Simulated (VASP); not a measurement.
**VASP 6.6.1 run: MgS**

INCAR

```
BMIX = 0.5
LWAVE = .FALSE.
ENCUT = 520
NBANDS = 11
IBRION = -1
ISMEAR = 0
METAGGA = R2SCAN
ISIF = 2
PREC = Accurate
EDIFF = 1E-7
NELM = 120
LCHARG = .FALSE.
ALGO = Normal
LREAL = .FALSE.
SIGMA = 0.01
LASPH = .TRUE.
NSW = 0
```

KPOINTS

```
KPOINTS created by Atomic Simulation Environment
0
Gamma
8 8 8
0 0 0
```

POSCAR

```
Mg S
 1.0000000000000000
     0.0000000000000000    2.8308768412283047    2.8308768412283047
     2.8308768412283047    0.0000000000000000    2.8308768412283047
     2.8308768412283047    2.8308768412283047    0.0000000000000000
 Mg  S
   1   1
Cartesian
  0.0000000000000000  0.0000000000000000  0.0000000000000000
  1.4154384206141524  1.4154384206141524  1.4154384206141524
```

The recommended PBE PAW datasets give the neutral cell 8 valence electrons.

Command

```
mpirun -np 1 vasp_std
```

Problem. Predict the outcome of this run.

Solution. It converged. Results: gap between bands v and c on the k mesh 4.13 eV; least direct gap on the k mesh 4.13 eV; pressure -0.3 GPa. Band v is the last that the valence electrons fill when counted band by band, and c is the next.

OSZICAR

```
N       E                     dE             d eps       ncg     rms          rms(c)
DAV:   1     0.167297798537E+02    0.16730E+02   -0.33825E+03   654   0.584E+02
DAV:   2    -0.152387913475E+02   -0.31969E+02   -0.29982E+02   795   0.101E+02
DAV:   3    -0.172168821216E+02   -0.19781E+01   -0.19746E+01   769   0.272E+01
DAV:   4    -0.172327185146E+02   -0.15836E-01   -0.15834E-01   780   0.292E+00
DAV:   5    -0.172328945621E+02   -0.17605E-03   -0.17605E-03   786   0.305E-01    0.421E+00
DAV:   6    -0.154127525881E+02    0.18201E+01   -0.16500E+00   689   0.610E+00    0.447E+00
DAV:   7    -0.154388069727E+02   -0.26054E-01   -0.13931E-01   725   0.186E+00    0.301E+00
DAV:   8    -0.154506389041E+02   -0.11832E-01   -0.11049E-02   676   0.866E-01    0.464E-01
DAV:   9    -0.154505843560E+02    0.54548E-04   -0.10781E-04   810   0.733E-02    0.231E-01
DAV:  10    -0.154506748864E+02   -0.90530E-04   -0.87833E-05   715   0.742E-02    0.206E-02
DAV:  11    -0.154506755776E+02   -0.69116E-06   -0.12983E-06   825   0.693E-03    0.336E-03
DAV:  12    -0.154506757793E+02   -0.20169E-06   -0.11584E-07   728   0.214E-03    0.428E-03
DAV:  13    -0.154506756559E+02    0.12339E-06   -0.15291E-08   531   0.110E-03    0.540E-04
DAV:  14    -0.154506756336E+02    0.22276E-07   -0.82191E-10   370   0.239E-04
   1 F= -.15450676E+02 E0= -.15450676E+02  d E =-.427391E-43
```

For comparison, a separate r²SCAN run of the intended cell, on usual settings and not on those above, gives a gap of 4.13 eV on its mesh and a pressure of -0.3 GPa.
